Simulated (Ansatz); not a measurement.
The system is Zn.

```
CELL_PARAMETERS angstrom
2.67000 0.00000 0.00000
-1.33500 2.31229 0.00000
0.00000 0.00000 4.96600
ATOMIC_POSITIONS crystal
Zn 0.66667 0.33333 0.75000
Zn 0.33333 0.66667 0.25000
```

```yaml
Program: Ansatz 0.2.0
Task: relaxation of cell and atoms
Functional: revPBE
Potentials_or_basis: Ansatz PAW
Cutoff: "420 eV (not typed: the program's choice for these potentials)"
k_mesh: 11 × 11 × 6
Occupations: fermi-dirac, width 0.05 eV
Spin: no spin polarisation
```

At the start: volume 15.33 Å³/atom.

Task: How do energy, volume and symmetry change on relaxing?

Result: It ends after 8 steps and the volume is 15.52 Å³/atom (+1.2 %); space group P6_3/mmc (No. 194, to 0.05 Å).

Step by step:
| step | energy change (eV) | largest force (eV/Å) | volume (Å³) |
| --- | --- | --- | --- |
| 1 | 0.0000 | 0.0000 | 30.66 |
| 2 | -0.0030 | 0.0000 | 31.10 |
| 3 | -0.0045 | 0.0000 | 31.30 |
| 4 | -0.0069 | 0.0000 | 31.32 |
| 5 | -0.0079 | 0.0000 | 31.06 |
| 6 | -0.0080 | 0.0000 | 31.02 |
| 7 | -0.0080 | 0.0000 | 31.03 |
| 8 | -0.0083 | 0.0000 | 31.03 |

Final structure:
```cif
data_structure
_symmetry_space_group_name_H-M 'P 1'
_symmetry_Int_Tables_number 1
_cell_length_a 2.7224
_cell_length_b 2.7224
_cell_length_c 4.8347
_cell_angle_alpha 90.000
_cell_angle_beta 90.000
_cell_angle_gamma 120.000
_cell_volume 31.03
loop_
_atom_site_label
_atom_site_type_symbol
_atom_site_fract_x
_atom_site_fract_y
_atom_site_fract_z
_atom_site_occupancy
Zn1 Zn 0.66667 0.33333 0.75000 1
Zn2 Zn 0.33333 0.66667 0.25000 1
```

Caveat: the plane-wave basis is chosen anew once the cell has moved, so the energies of steps on either side of that aren't comparable; the PAW data sets come from PBE, with cores solved anew for the run's functional, which leaves a small shift of forces and pressure.
